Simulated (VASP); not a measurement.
# PbS (Galena) (Fm-3m) in VASP: notebook, part 3 of 3

VASP 6.6.1. Earlier steps stand in the parts before.

## Step 4: Band structure, r2SCAN-EpsX

File POSCAR:

```
PbS
1.0
    0.0000000000      2.9657500000      2.9657500000
    2.9657500000      0.0000000000      2.9657500000
    2.9657500000      2.9657500000      0.0000000000
Pb S
1 1
Direct
    0.0000000000      0.0000000000      0.0000000000
    0.5000000000      0.5000000000      0.5000000000
```

File INCAR.step1:

```
SYSTEM = PbS
  PREC = Accurate
  ENCUT = 520
  EDIFF = 1E-8
  ISMEAR = -1
  SIGMA = 0.05
  LREAL = .FALSE.
  LASPH = .TRUE.
  NELM = 100
  ALGO = Normal
  ISIF = 2
  LWAVE = .FALSE.
  LCHARG = .FALSE.
  GGA = PE
  LEPSILON = .TRUE.
```

File KPOINTS.step1:

```
Automatic mesh
0
G
  8 8 8
  0 0 0
```

File INCAR.step2:

```
SYSTEM = PbS
  PREC = Accurate
  ENCUT = 520
  EDIFF = 1E-5
  ISMEAR = -1
  SIGMA = 0.05
  LREAL = .FALSE.
  LASPH = .TRUE.
  NELM = 100
  ALGO = Normal
  ISIF = 2
  LWAVE = .TRUE.
  LCHARG = .FALSE.
  NBANDS = 17
  GGA = PE
```

File KPOINTS.step2:

```
regular mesh
0
G
  4 4 4
  0 0 0
```

File INCAR.step3:

```
SYSTEM = PbS
  PREC = Accurate
  ENCUT = 520
  EDIFF = 1E-7
  ISMEAR = -1
  SIGMA = 0.05
  LREAL = .FALSE.
  LASPH = .TRUE.
  NELM = 100
  ALGO = Normal
  ISIF = 2
  LWAVE = .FALSE.
  LCHARG = .FALSE.
  METAGGA = R2SCAN
  LHFCALC = .TRUE.
  AEXX = 0.0451
  LMIXTAU = .TRUE.
  PRECFOCK = Fast
  HFRCUT = -1
  NBANDS = 17
  ISTART = 1
```

File KPOINTS.step3:

```
regular mesh
0
G
  4 4 4
  0 0 0
```

File KPOINTS_OPT:

```
path GXWKGLUWLK,UX
8
line-mode
reciprocal
 0.0000000000  0.0000000000  0.0000000000  G
 0.5000000000  0.0000000000  0.5000000000  X

 0.5000000000  0.0000000000  0.5000000000  X
 0.5000000000  0.2500000000  0.7500000000  W

 0.5000000000  0.2500000000  0.7500000000  W
 0.3750000000  0.3750000000  0.7500000000  K

 0.3750000000  0.3750000000  0.7500000000  K
 0.0000000000  0.0000000000  0.0000000000  G

 0.0000000000  0.0000000000  0.0000000000  G
 0.5000000000  0.5000000000  0.5000000000  L

 0.5000000000  0.5000000000  0.5000000000  L
 0.6250000000  0.2500000000  0.6250000000  U

 0.6250000000  0.2500000000  0.6250000000  U
 0.5000000000  0.2500000000  0.7500000000  W

 0.5000000000  0.2500000000  0.7500000000  W
 0.5000000000  0.5000000000  0.5000000000  L

 0.5000000000  0.5000000000  0.5000000000  L
 0.3750000000  0.3750000000  0.7500000000  K

 0.6250000000  0.2500000000  0.6250000000  U
 0.5000000000  0.0000000000  0.5000000000  X
```

Potentials or basis: VASP PAW PBE potentials, release 64 (Pb_d, S).

Started as:

```bash
> cat potpaw_PBE.64/Pb_d/POTCAR potpaw_PBE.64/S/POTCAR > POTCAR
> cp INCAR.step1 INCAR
> cp KPOINTS.step1 KPOINTS
> mpirun -np 1 vasp_std > vasp.out
> cp INCAR.step2 INCAR
> cp KPOINTS.step2 KPOINTS
> mpirun -np 1 vasp_std > vasp.out
> cp INCAR.step3 INCAR
> cp KPOINTS.step3 KPOINTS
> mpirun -np 1 vasp_std > vasp.out
```

OUTCAR:

```text
SYSTEM = PbS
   PREC = Accurate
   ENCUT = 520
   EDIFF = 1E-7
   ISMEAR = -1
   LREAL = .FALSE.
   LASPH = .TRUE.
   NELM = 100
   ISIF = 2
   METAGGA = R2SCAN
   LHFCALC = .TRUE.
   AEXX = 0.0451
   PRECFOCK = Fast
   ISTART = 1

 ion  position               nearest neighbor table
   1  0.000  0.000  0.000-   2 2.97   2 2.97   2 2.97   2 2.97   2 2.97   2 2.97
   2  0.500  0.500  0.500-   1 2.97   1 2.97   1 2.97   1 2.97   1 2.97   1 2.97

  LATTYP: Found a face centered cubic cell.
 ALAT       =     5.9315000000

  Lattice vectors:

 A1 = (   0.0000000000,   2.9657500000,   2.9657500000)
 A2 = (   2.9657500000,   0.0000000000,   2.9657500000)
 A3 = (   2.9657500000,   2.9657500000,   0.0000000000)

Analysis of symmetry for initial positions (statically):
=====================================================================
 Subroutine PRICEL returns:
 Original cell was already a primitive cell.

 Routine SETGRP: Setting up the symmetry group for a
 face centered cubic supercell.

 Subroutine GETGRP returns: Found 48 space group operations
 (whereof 48 operations were pure point group operations)
 out of a pool of 48 trial point group operations.

The static configuration has the point symmetry O_h .

Analysis of symmetry for dynamics (positions and initial velocities):
=====================================================================
 Subroutine PRICEL returns:
 Original cell was already a primitive cell.

 Routine SETGRP: Setting up the symmetry group for a
 face centered cubic supercell.

 Subroutine GETGRP returns: Found 48 space group operations
 (whereof 48 operations were pure point group operations)
 out of a pool of 48 trial point group operations.

The dynamic configuration has the point symmetry O_h .

 Subroutine INISYM returns: Found 48 space group operations
[... 102 lines left out ...]
  Fermi-wavevector in a.u.,A,eV,Ry     =   1.189251  2.247359 19.242973  1.414319
  Thomas-Fermi vector in A             =   2.325363
   LORBIT       =      0    0 simple, 1 ext, 2 COOP (PROOUT), +10 PAW based schemes
   METAGGA = R2SCAN    functional components
   LHFCALC =     T    Hartree Fock is set to
   PRECFOCK=fast      Normal, Fast or Accurate (Low or Medium for compatibility)
   ENCUT4O =  -1.0   cutoff for four orbital integrals eV
   NKREDX  =     1    reduce k-point grid by
   NKREDY  =     1    reduce k-point grid by
   NKREDZ  =     1    reduce k-point grid by
   AEXX    =    0.0451 exact exchange contribution
   HFSCREEN=    0.0000 screening length (either q_TF or 0.3 A-1)
   HFSCREENC=   0.0000 screening length for correlation (either q_TF or 0.3 A-1)
   ENCUTFOCK=  -1.0 apply spherical cutoff to Coloumb kernel
   IVDW    =     0    specifies the selected vdW correction
   LEPSILON=     F    determine dielectric tensor
   LRPA    =     F    only Hartree local field effects (RPA)
 non-spin polarized calculation
  energy-cutoff  :      520.00
  volume of cell :       52.17
 maximum number of plane-waves:      1424
  NGX = 18; NGY = 18; NGZ = 18

 number of electron      19.9999998 magnetization

 Free energy of the ion-electron system (eV)
  ---------------------------------------------------
  ext. energy  EPLUGINS =         0.00000000
  ---------------------------------------------------
  free energy    TOTEN  =       -63.56550748 eV

  energy without entropy =      -63.56546662  energy(sigma->0) =      -63.56548705

 E-fermi :   6.0081     XC(G=0):  -9.8495

 val. band max:        5.6126182592   @ k =   0.5000   0.0000   0.0000
 cond. band min:       6.4036530318   @ k =   0.5000   0.0000   0.0000
 fundamental gap:      0.7910347726
 Fermi energy:         6.0081356027

 k-point     1 :       0.0000    0.0000    0.0000
  band No.  band energies     occupation
      1     -12.1488      2.00000
      2     -12.1488      2.00000
      3     -12.1488      2.00000
      4     -12.1359      2.00000
      5     -12.1359      2.00000
      6      -8.8751      2.00000
[... 137 lines left out ...]
      4     -12.1326      2.00000
      5     -12.0882      2.00000
      6      -7.0926      2.00000
[... 9 lines left out ...]
     16      18.5319      0.00000
     17      18.6741      0.00000

------------------------ aborting loop because EDIFF is reached ----------------------------------------

  FORCE on cell =-STRESS in cart. coord.  units (eV):
  Direction    XX          YY          ZZ          XY          YZ          ZX
  --------------------------------------------------------------------------------------
  -------------------------------------------------------------------------------------
  Total        0.4268050      0.4268050      0.4268050     -0.0000000     -0.0000000      0.0000000
  in kB       13.1070965     13.1070965     13.1070965     -0.0000000     -0.0000000      0.0000000
  external PRESSURE =      13.1070965 kB  Pullay stress =       0.0000000 kB

 VOLUME and BASIS-vectors are now :
 -----------------------------------------------------------------------------
  energy-cutoff  :      520.00
  volume of cell :       52.17
      direct lattice vectors                 reciprocal lattice vectors
     0.000000000  2.965750000  2.965750000    -0.168591419  0.168591419  0.168591419
     2.965750000  0.000000000  2.965750000     0.168591419 -0.168591419  0.168591419
     2.965750000  2.965750000  0.000000000     0.168591419  0.168591419 -0.168591419

 POSITION                                       TOTAL-FORCE (eV/Angst)
 -----------------------------------------------------------------------------------
      0.00000      0.00000      0.00000         0.000000     -0.000000     -0.000000
      2.96575      2.96575      2.96575        -0.000000      0.000000      0.000000
 -----------------------------------------------------------------------------------
    total drift:                               -0.000001     -0.000001     -0.000001

  FREE ENERGIE OF THE ION-ELECTRON SYSTEM (eV)
  ---------------------------------------------------
  free  energy   TOTEN  =       -63.5655074758 eV

  energy  without entropy=      -63.5654666219  energy(sigma->0) =      -63.56548705
```

OUTCAR.step2:

```text
SYSTEM = PbS
   PREC = Accurate
   ENCUT = 520
   EDIFF = 1E-5
   ISMEAR = -1
   LREAL = .FALSE.
[... 363 lines left out ...]
      0.00000      0.00000      0.00000        -0.000000     -0.000000     -0.000000
      2.96575      2.96575      2.96575         0.000000      0.000000      0.000000
 -----------------------------------------------------------------------------------
    total drift:                                0.000000     -0.000000     -0.000000

  FREE ENERGIE OF THE ION-ELECTRON SYSTEM (eV)
  ---------------------------------------------------
  free  energy   TOTEN  =        -8.7423142383 eV

  energy  without entropy=       -8.7408322060  energy(sigma->0) =       -8.74157322
```

Wall time 28 min (1 thread of Intel Xeon Platinum 8488C (Sapphire Rapids), shared host); peak memory 0.27 GiB.

What came out:

- Free energy: -63.5655 eV
- Pressure: 1.3 GPa
- Band gap on the k mesh: 0.79 eV, direct
- Band gap along the path: 0.79 eV, direct

Levels at the corners of the path, in eV from the valence-band top:
```tsv
point	band 8	band 9	band 10	band 11	band 12	band 13
Γ	-2.41	-2.41	-2.41	5.80	5.80	5.80
X	-5.52	-3.72	-3.72	4.33	6.26	6.35
X	-5.52	-3.72	-3.72	4.33	6.26	6.35
W	-4.72	-4.72	-1.15	2.65	5.24	5.24
W	-4.72	-4.72	-1.15	2.65	5.24	5.24
K	-5.08	-3.19	-2.64	3.83	4.66	5.68
K	-5.08	-3.19	-2.64	3.83	4.66	5.68
Γ	-2.41	-2.41	-2.41	5.80	5.80	5.80
Γ	-2.41	-2.41	-2.41	5.80	5.80	5.80
L	-2.00	-2.00	0.00	0.79	2.37	2.37
L	-2.00	-2.00	0.00	0.79	2.37	2.37
U	-5.08	-3.19	-2.64	3.83	4.66	5.68
U	-5.08	-3.19	-2.64	3.83	4.66	5.68
W	-4.72	-4.72	-1.15	2.65	5.24	5.24
W	-4.72	-4.72	-1.15	2.65	5.24	5.24
L	-2.00	-2.00	0.00	0.79	2.37	2.37
L	-2.00	-2.00	0.00	0.79	2.37	2.37
K	-5.08	-3.19	-2.64	3.83	4.66	5.68
U	-5.08	-3.19	-2.64	3.83	4.66	5.68
X	-5.52	-3.72	-3.72	4.33	6.26	6.35
```

Caveat: the k mesh is coarse (spacing up to 0.46 Å⁻¹), so the values aren't converged, least of all with exact exchange; the PAW data sets were made with another functional, which shifts forces and pressure a little; spin-orbit coupling is left out, which as a rule narrows the gap of such compounds by several tenths of an eV.

## Step 5: For comparison

An earlier run on the cell as given: functional PBEsol; potentials or basis VASP PAW PBE potentials, release 64 (Pb_d, S); cutoff 520 eV; k mesh 8 × 8 × 8; occupations fermi-dirac, width 0.05 eV; no spin polarisation.

* Pressure: -0.9 GPa
* Band gap on the k mesh: 0.25 eV, direct

## Step 6: The runs side by side

| task | level | k mesh | smearing | grid for exact exchange (PRECFOCK) | exchange at q = 0 | share of exact exchange | ladder | mesh quality | gap on the mesh (eV) | pressure (GPa) |
| --- | --- | --- | --- | --- | --- | --- | --- | --- | --- | --- |
| band structure | PBE+MBD-FI | 8 × 8 × 8 | fermi-dirac 0.1 eV | - | - | - | - | not flagged | - | - |
| band structure | AM05 | 8 × 8 × 8 | fermi-dirac 0.05 eV | - | - | - | - | not flagged | 0.34 | - |
| band structure | r2SCAN-EpsX | 4 × 4 × 4 | fermi-dirac 0.05 eV | Fast | truncated | 0.0451 | - | coarse | 0.79 | 1.3 |
| single point | PBEsol | 8 × 8 × 8 | fermi-dirac 0.05 eV | - | - | - | free | not flagged | 0.25 | -0.9 |

Alike in all rows: potentials or basis VASP PAW PBE potentials, release 64 (Pb_d, S); no spin polarisation; cell as given; cutoff (eV) 520.

Caveats: some runs use coarse meshes; the PAW data sets were made with another functional, which shifts forces and pressure a little (some runs); spin-orbit coupling is left out, which as a rule narrows the gap of such compounds by several tenths of an eV (some runs); spin-orbit coupling is left out, which moves the levels of the heavy elements (some runs).

Total energies depend on the potentials used, so only differences within one code and one set of settings carry meaning.
